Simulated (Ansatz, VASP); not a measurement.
Sb: VASP beside Ansatz

```xyz
1
Lattice="-0.0168 2.3807 2.4017 2.3698 0.0443 2.3405 2.4096 2.3595 0.0045" Properties=species:S:1:pos:R:3 pbc="T T T"
Sb    0.0053   -0.0427    0.0125
```

Change from the starting cell: cell strained at random at fixed volume.

Alike in both runs: task single point; functional PBE; k mesh 10 × 10 × 10; occupations fermi-dirac, width 0.05 eV; no spin polarisation.

```csv
,VASP,Ansatz
version,VASP 6.6.1,Ansatz 0.2.0
potentials or method,"VASP PAW PBE potentials, release 64 (Sb)",Ansatz PAW
plane-wave cutoff (eV),520,420
valence electrons in the cell,5,15
```

VASP gave:

- gap on the k mesh at the Fermi level (eV): none
- pressure (GPa): 1.6
- largest component of the traceless stress (GPa): 0.41

**Question.** What did Ansatz give for the same quantities?

**Answer.** gap on the k mesh at the Fermi level (eV): none; pressure (GPa): 1.8; largest component of the traceless stress (GPa): 0.41.

A gap of «none» marks a metal or a gap that the smearing closes. The functional is the same, so the differences come from potentials, cutoffs and numerics. The two sets of potentials don't hold the same shells in valence.

Spin-orbit coupling is left out, which matters for the levels of Sb.
